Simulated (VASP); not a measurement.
A run of VASP 6.6.1 is set up as follows.

INCAR

```
PREC = Accurate ; ENCUT = 400
EDIFF = 1E-7 ; ISMEAR = 0
SIGMA = 0.03 ; LREAL = F
LASPH = T ; NELM = 100
ALGO = Normal ; ISIF = 3
LWAVE = F ; LCHARG = F
METAGGA = SCAN ; LMIXTAU = T
LUSE_VDW = T ; IVDW_NL = 2
BPARAM = 15.7 ; CPARAM = 0.0093
IBRION = 2 ; NSW = 40
EDIFFG = -0.003 ; PSTRESS = 0
```

The input KPOINTS:

```
regular mesh
0
Gamma
  9 9 6
```

File POSCAR:

```
Te
1.0
    4.4540000000      0.0000000000      0.0000000000
   -2.2270000000      3.8572771485      0.0000000000
    0.0000000000      0.0000000000      5.9240000000
Te
3
Direct
    0.2690000000      0.0000000000      0.3333333333
    0.0000000000      0.2690000000      0.6666666667
    0.7310000000      0.7310000000      0.0000000000
```

Potentials or basis: VASP PAW PBE potentials, release 64 (Te).

Launch:

```console
$ cat potpaw_PBE.64/Te/POTCAR > POTCAR
$ mpirun -np 1 vasp_std > vasp.out
```

(1) What does it give for the band gap on the k mesh?

(2) Predict the space group after relaxing (to 0.05 Å).

## Answers

(1) 0.10 eV, direct.

(2) P3_121 (No. 152).

Caveat: spin-orbit coupling is left out, which moves the levels of the heavy elements; an odd mesh through Γ misses points on the zone boundary, where band edges often lie.
